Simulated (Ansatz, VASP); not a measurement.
AlN: VASP beside Ansatz

File INCAR:

```
SYSTEM = AlN
  PREC = Accurate
  ENCUT = 520
  EDIFF = 1E-6
  ISMEAR = -1
  SIGMA = 0.05
  LREAL = .False.
  LASPH = .True.
  NELM = 80
  ALGO = Normal
  ISIF = 2
  LWAVE = .False.
  LCHARG = .True.
  LELF = .True.
  LVHAR = .True.
  NBANDS = 11
```

Contents of KPOINTS:

```
regular mesh
0
Gamma
  10 10 10
  0 0 0
```

The input POSCAR:

```
AlN
1.0
    0.0000000000      2.1839935596      2.1839935596
    2.1839935596      0.0000000000      2.1839935596
    2.1839935596      2.1839935596      0.0000000000
Al N
1 1
Direct
    0.0000000000      0.0000000000      0.0000000000
    0.2500000000      0.2500000000      0.2500000000
```

Contents of input.yaml:

```yaml
crystal:
  lattice:
    - [0.0, 2.1839935596, 2.1839935596]
    - [2.1839935596, 0.0, 2.1839935596]
    - [2.1839935596, 2.1839935596, 0.0]
  atoms:
    - { symbol: Al, position: [0.0, 0.0, 0.0] }
    - { symbol: "N", position: [0.25, 0.25, 0.25] }
kpoints:
  mp_grid: { grid: [10, 10, 10] }
  band_path:
    path:
      - [0.0, 0.0, 0.0]
      - [0.5, 0.0, 0.5]
      - [0.5, 0.25, 0.75]
      - [0.375, 0.375, 0.75]
      - [0.0, 0.0, 0.0]
      - [0.5, 0.5, 0.5]
      - [0.625, 0.25, 0.625]
      - [0.5, 0.25, 0.75]
    npoints: 12
scf:
  occupations: { method: fermi_dirac, width: 0.05 }
hamiltonian:
  xc: lda
  pseudopotentials: { kind: all_electron, lapw: { basis_error: 0.001 } }
output:
  forces: true
  stress: true
  eigenvalues: true
```

Measurements of this composition are mostly on another form, of space group No. 186.

Alike in both runs: functional LDA; k mesh 10 × 10 × 10; occupations fermi-dirac, width 0.05 eV; no spin polarisation.

|  | VASP | Ansatz |
| --- | --- | --- |
| version | VASP 6.6.1 | Ansatz 0.2.0 |
| potentials or method | VASP PAW LDA potentials, release 64 (Al, N) | all-electron LAPW, scalar-relativistic |
| plane-wave cutoff (eV) | 520 | see its input |
| task | single point | band structure |

```csv
,VASP,Ansatz,Ansatz less VASP
gap on the k mesh at the Fermi level (eV),3.22,3.24,+0.013
least direct gap on the mesh (eV),4.23,4.23,-0.007
pressure (GPa),-3.0,-3.6,-0.56
```

Ansatz ran all-electron here, so the differences hold the error of VASP's frozen core and of both bases.

A k mesh can miss the band edges. Expect the measured gap to be larger: semilocal functionals such as LDA lack the derivative discontinuity.
